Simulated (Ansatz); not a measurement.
# Cu: the cost of one run

Computed with Ansatz 0.2.0 (DFT PBE, scalar-relativistic, plane waves, PAW, unless a step's input says otherwise).

**1. The starting structure**

It takes space group P4/mmm (No. 123, tetragonal). The conventional cell has a = 2.556 Å, b = 2.556 Å, c = 19.230 Å, α = 90.00°, β = 90.00°, γ = 90.00°. Cu (site symmetry 4mm) has 8 Cu at 2.56 Å as nearest neighbours. Around Cu (site symmetry 4mm) lie 12 Cu at 2.56 Å. Cu (site symmetry 4/mmm) is surrounded by 12 Cu at 2.56 Å.

As a file:

```xyz
20
Lattice="5.1124 0.0000 0.0000 0.0000 5.1124 0.0000 0.0000 0.0000 19.2300" Properties=species:S:1:pos:R:3 pbc="T T T"
Cu    0.0000    0.0000   13.2300
Cu    0.0000    2.5562   13.2300
Cu    2.5562    0.0000   13.2300
Cu    2.5562    2.5562   13.2300
Cu    1.2781    1.2781   11.4225
Cu    1.2781    3.8343   11.4225
Cu    3.8343    1.2781   11.4225
Cu    3.8343    3.8343   11.4225
Cu    0.0000    0.0000    9.6150
Cu    0.0000    2.5562    9.6150
Cu    2.5562    0.0000    9.6150
Cu    2.5562    2.5562    9.6150
Cu    1.2781    1.2781    7.8075
Cu    1.2781    3.8343    7.8075
Cu    3.8343    1.2781    7.8075
Cu    3.8343    3.8343    7.8075
Cu    0.0000    0.0000    6.0000
Cu    0.0000    2.5562    6.0000
Cu    2.5562    0.0000    6.0000
Cu    2.5562    2.5562    6.0000
```

**2. Relaxing the atoms: Cu20 slab, no spin**

Contents of input.yaml:

```yaml
crystal:
  lattice:
    - [5.112382028, 0.0, 0.0]
    - [0.0, 5.112382028, 0.0]
    - [0.0, 0.0, 19.23]
  atoms:
    - { symbol: Cu, position: [0.0, 0.0, 0.6879875195] }
    - { symbol: Cu, position: [0.0, 0.5, 0.6879875195] }
    - { symbol: Cu, position: [0.5, 0.0, 0.6879875195] }
    - { symbol: Cu, position: [0.5, 0.5, 0.6879875195] }
    - { symbol: Cu, position: [0.25, 0.25, 0.5939937598] }
    - { symbol: Cu, position: [0.25, 0.75, 0.5939937598] }
    - { symbol: Cu, position: [0.75, 0.25, 0.5939937598] }
    - { symbol: Cu, position: [0.75, 0.75, 0.5939937598] }
    - { symbol: Cu, position: [0.0, 0.0, 0.5] }
    - { symbol: Cu, position: [0.0, 0.5, 0.5] }
    - { symbol: Cu, position: [0.5, 0.0, 0.5] }
    - { symbol: Cu, position: [0.5, 0.5, 0.5] }
    - { symbol: Cu, position: [0.25, 0.25, 0.4060062402] }
    - { symbol: Cu, position: [0.25, 0.75, 0.4060062402] }
    - { symbol: Cu, position: [0.75, 0.25, 0.4060062402] }
    - { symbol: Cu, position: [0.75, 0.75, 0.4060062402] }
    - { symbol: Cu, position: [0.0, 0.0, 0.3120124805] }
    - { symbol: Cu, position: [0.0, 0.5, 0.3120124805] }
    - { symbol: Cu, position: [0.5, 0.0, 0.3120124805] }
    - { symbol: Cu, position: [0.5, 0.5, 0.3120124805] }
scf:
  occupations: { method: methfessel_paxton, width: 0.1 }
output:
  forces: true
  stress: false
  eigenvalues: true
  write_density: true
  write_potential: true
  elf: true
  volumetric_format: npy
hamiltonian:
  xc: pbe
kpoints:
  mp_grid: { grid: [6, 6, 1] }
relax:
  f_tol: 0.01
  adjacent_minimum: "off"
  constraints: [{ sites: [12, 13, 14, 15, 16, 17, 18, 19] }]
```

The run is started by

```bash
> ansatz run input.yaml --threads 8 --pin off --max-ram 24576MiB --backend cpu --events-out ev --progress --plain --runs-dir out
```

Q: Estimate wall time and peak memory on 8 threads of Intel Xeon Platinum 8488C (Sapphire Rapids), shared host.

About 94 s, with a peak of 4.1 GiB.
